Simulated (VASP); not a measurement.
Here is a VASP 6.6.1 calculation.

File INCAR:

```
SYSTEM = KI
PREC = Accurate
ENCUT = 600
EDIFF = 1E-6
ISMEAR = -1
SIGMA = 0.05
LREAL = .FALSE.
LASPH = .TRUE.
NELM = 80
ALGO = Fast
ISIF = 3
LWAVE = .FALSE.
LCHARG = .FALSE.
GGA = MK
LUSE_VDW = .TRUE.
AGGAC = 0.0
PARAM1 = 0.1234
PARAM2 = 0.711357
ZAB_VDW = -1.8867
IBRION = 2
NSW = 40
EDIFFG = -0.005
```

Contents of KPOINTS:

```
regular mesh
0
G
  7 7 7
  0 0 0
```

POSCAR

```
KI
1.0
    0.0000000000      3.5327750000      3.5327750000
    3.5327750000      0.0000000000      3.5327750000
    3.5327750000      3.5327750000      0.0000000000
I K
1 1
Direct
    0.5000000000      0.5000000000      0.5000000000
    0.0000000000      0.0000000000      0.0000000000
```

Potentials or basis: VASP PAW PBE potentials, release 64 (I, K_sv).

Launch:

```sh
$ cat potpaw_PBE.64/I/POTCAR potpaw_PBE.64/K_sv/POTCAR > POTCAR
$ mpirun -np 1 vasp_std > vasp.out
```

Problem. Predict the space group after relaxing (to 0.05 Å).

Solution. Fm-3m (No. 225).

Problem. What does it give for the relaxed cell?

Solution. a = 4.973 Å, b = 4.973 Å, c = 4.973 Å, α = 60.00°, β = 60.00°, γ = 60.00°.

Problem. Predict the relaxed volume.

Solution. 43.49 Å³/atom.

Problem. What does it give for the band gap on the k mesh?

Solution. 3.83 eV, direct.

Step by step:
```csv
step,energy change (eV),largest force (eV/Å),pressure (GPa),volume (Å³)
1,0.0000,0.0000,-0.17,88.18
2,-0.0005,0.0000,-0.08,87.57
3,-0.0006,0.0000,0.02,86.84
4,-0.0006,0.0000,0.00,86.98
```

Caveat: the PAW data sets were made with another functional, which shifts forces and pressure a little; spin-orbit coupling is left out, which moves the levels of the heavy elements; an odd mesh through Γ misses points on the zone boundary, where band edges often lie.
